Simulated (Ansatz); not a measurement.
All numbers below come from DFT PBE, scalar-relativistic, plane waves, PAW (Ansatz 0.2.0). Settings: cutoff 420 eV, Γ-centred meshes spaced at most about 0.3 Å⁻¹, and about 0.25 Å⁻¹ or finer for metals (2π included), Gaussian smearing. No spin polarisation in the final relaxations.

These are static total energies at zero pressure.

Two forms of SnTe were relaxed alike.

A.

Space group P4/mmm (No. 123). a = 3.146 Å, b = 3.146 Å, c = 6.354 Å, α = 90.00°, β = 90.00°, γ = 90.00°
```json
{"atom": "Sn", "site": "1b", "symmetry": "4/mmm", "x": "0.0000", "y": "0.0000", "z": "0.5000"}
{"atom": "Te", "site": "1a", "symmetry": "4/mmm", "x": "0.0000", "y": "0.0000", "z": "0.0000"}
```

B.

Space group P6_3/mmc (No. 194). a = 4.205 Å, b = 4.205 Å, c = 23.871 Å, α = 90.00°, β = 90.00°, γ = 120.00°
| atom | site | symmetry | x | y | z |
| --- | --- | --- | --- | --- | --- |
| Sn | 4f | 3m. | 0.3333 | 0.6667 | 0.1547 |
| Te | 4f | 3m. | 0.3333 | 0.6667 | 0.5845 |

Question: Which is lower in energy, and by how much?

Answer: B is lower, by 143 meV/atom. A has space group P4/mmm (No. 123), 31.5 Å³/atom and no gap on its mesh; B has space group P6_3/mmc (No. 194), 45.7 Å³/atom and a gap of 0.93 eV. Counting Te atoms around Sn (those within 1.25 times the shortest such distance or 1.15 times the sum of covalent radii), A has Sn 2 and B has Sn 3. In A, around Sn lie 4 Sn at 3.15 Å and 2 Te at 3.18 Å; around Te lie 4 Te at 3.15 Å and 2 Sn at 3.18 Å. In B, around Sn lie 3 Te at 2.95 Å; Te is surrounded by 3 Sn at 2.95 Å. Both come from invented guesses. The part of the Crystallography Open Database at hand lists SnTe in space group No. 225, which no cell shown has.

Weakly bound directions are ill-defined at this level, which has no dispersion term (P6_3/mmc), and this can change margins and order among such cells. These runs have no spin–orbit coupling, which can matter for Te. Kohn–Sham gaps at this level usually fall short of measured ones. The missing spin–orbit coupling can work the other way here. Cells relaxed within their symmetry can be saddle points.
